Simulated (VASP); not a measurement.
# PbO₂, self-consistent run: which settings are enough?

PbO₂, P4_2/mnm (no. 136), 6 atoms in the cell. R2SCAN, spin-orbit coupling; PAW potentials Pb_d, O (PBE set). VASP 6.6.1.

Wanted: energy within 0.2 meV/atom; levels at the zone centre within 0.003 eV.

What the run is for: comparing ways to start; Accuracy asked: tight.

Levels at the zone centre: counted from the valence top at that point.

POSCAR:
```
PbO2
1.0
    4.9949598700      0.0000000000      0.0000000000
    0.0000000000      4.9949598700      0.0000000000
    0.0000000000      0.0000000000      3.4090009600
Pb O
2 4
Direct
    0.5000000000      0.5000000000      0.5000000000
    0.0000000000      0.0000000000      0.0000000000
    0.6925710400      0.6925710400      0.0000000000
    0.8074289600      0.1925710400      0.5000000000
    0.1925710400      0.8074289600      0.5000000000
    0.3074289600      0.3074289600      0.0000000000
```

## How the run starts (with a second run first, the time holds both)

| How the run starts (with a second run first, the time holds both) | Energy less reference (meV/atom) | Levels at the zone centre, largest deviation (eV) | Time (s) |
|---|---|---|---|
| from scratch: 19 SCF iterations | 0.00 | 0.0000 | 423 |
| density without spin-orbit coupling (CHGCAR): 20 + 13 SCF iterations | 0.00 | 0.0002 | 356 |

## Question

For each series: keep the first row unless others stay within half of the tolerance and take at least 30 % less time, and then take the fastest.

## Answer

- How the run starts (with a second run first, the time holds both): from scratch: 19 SCF iterations

The chosen settings are those of the reference run.

Values of the reference run: Levels at the zone centre: -0.0787, -0.0787, 0, 0, 0.4739, 0.4739 eV from the valence top at Gamma.

## The input

INCAR:
```
METAGGA  = R2SCAN         # meta-GGA
LSORBIT  = True           # spin-orbit coupling
MAGMOM   = 0 0 0 0 0 0 0 0 0 0 0 0 0 0 0 0 0 0 # initial moments
LORBIT   = 11             # projections on sites
ISMEAR   = 0              # smearing method
SIGMA    = 0.03           # smearing width, eV
LWAVE    = False          # write WAVECAR
LCHARG   = False          # write CHGCAR
ISIF     = 2              # what is computed and relaxed
PREC     = Accurate       # precision mode
LASPH    = True           # aspherical terms in the spheres
LREAL    = False          # projectors in reciprocal space
ALGO     = Normal         # electronic algorithm
EDIFF    = 1E-6           # SCF threshold, eV
NELM     = 200            # most SCF steps
GGA_COMPAT= False        
ENCUT    = 580            # plane-wave cutoff, eV
EFERMI   = MIDGAP       
LMIXTAU  = True         
KPAR     = 4             
```

KPOINTS:
```
k-points
0
Gamma
  5 5 7
```

Commands:
```
cat potpaw_PBE.64/Pb_d/POTCAR potpaw_PBE.64/O/POTCAR > POTCAR
mpirun -np 4 vasp_ncl > vasp.out
```

The chosen input took VASP 6.6.1 423 s on 4 cores (AMD EPYC 9R45 (Zen 5)), a shared host.
